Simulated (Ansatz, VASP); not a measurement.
# GaAs: VASP beside Ansatz

```xyz
2
Lattice="0.0000 2.7753 2.7753 2.7753 0.0000 2.7753 2.7753 2.7753 0.0000" Properties=species:S:1:pos:R:3 pbc="T T T"
Ga    0.0000    0.0000    0.0000
As    1.3876    1.3876    1.3876
```

Alike in both runs: task single point; functional r2SCAN; k mesh 6 × 6 × 6; no spin polarisation.

|  | VASP | Ansatz |
| --- | --- | --- |
| version | VASP 6.6.1 | Ansatz 0.2.0 |
| potentials or method | VASP PAW PBE potentials, release 64 (Ga_d, As) | plane waves, PAW |
| plane-wave cutoff (eV) | 520 | 500 |
| occupations | gaussian, width 0.01 eV | fixed |
| valence electrons in the cell | 18 | 28 |

Ansatz gave:

| Quantity | Value |
| --- | --- |
| gap on the k mesh at the Fermi level (eV) | 1.47 |
| pressure (GPa) | 5.2 |

**Question.** Estimate VASP's values.

**Answer.** gap on the k mesh at the Fermi level (eV): 1.45; pressure (GPa): 5.3.

The two sets of potentials don't hold the same shells in valence.

Caveats: the PAW data sets were made with another functional, which shifts forces and pressure a little (VASP). r2SCAN opens gaps a little over a GGA but as a rule still falls short of measured ones. A k mesh can miss the band edges.
